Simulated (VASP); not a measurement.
Input of a VASP 6.6.1 run:

File INCAR:

```
SYSTEM = BN
PREC = Accurate
ENCUT = 520
EDIFF = 1E-8
ISMEAR = -1
SIGMA = 0.02
LREAL = .FALSE.
LASPH = .TRUE.
NELM = 100
ALGO = Normal
ISIF = 2
LWAVE = .FALSE.
LCHARG = .FALSE.
GGA = PS
LEFG = .TRUE.
NBANDS = 16
```

File KPOINTS:

```
Automatic mesh
0
G
  13 13 4
  0 0 0
```

The input POSCAR:

```
BN
1.0
    2.4982400000      0.0000000000      0.0000000000
   -1.2491200000      2.1635393048      0.0000000000
    0.0000000000      0.0000000000      6.6357000000
B N
2 2
Direct
    0.3333333333      0.6666666667      0.2500000000
    0.6666666667      0.3333333333      0.7500000000
    0.3333333333      0.6666666667      0.7500000000
    0.6666666667      0.3333333333      0.2500000000
```

Potentials or basis: VASP PAW PBE potentials, release 64 (B, N).

Run with:

```sh
$ cat potpaw_PBE.64/B/POTCAR potpaw_PBE.64/N/POTCAR > POTCAR
$ mpirun -np 1 vasp_std > vasp.out
```

(1) Estimate the band gap on the k mesh.

(2) Predict the pressure.

Results:

(1) 4.20 eV, indirect (least direct gap 4.61 eV).

(2) 2.5 GPa.

Caveat: the PAW data sets were made with another functional, which shifts forces and pressure a little; an odd mesh through Γ misses points on the zone boundary, where band edges often lie; this functional lacks dispersion, which binds the layers, so the pressure and a relaxed spacing across them are unreliable.
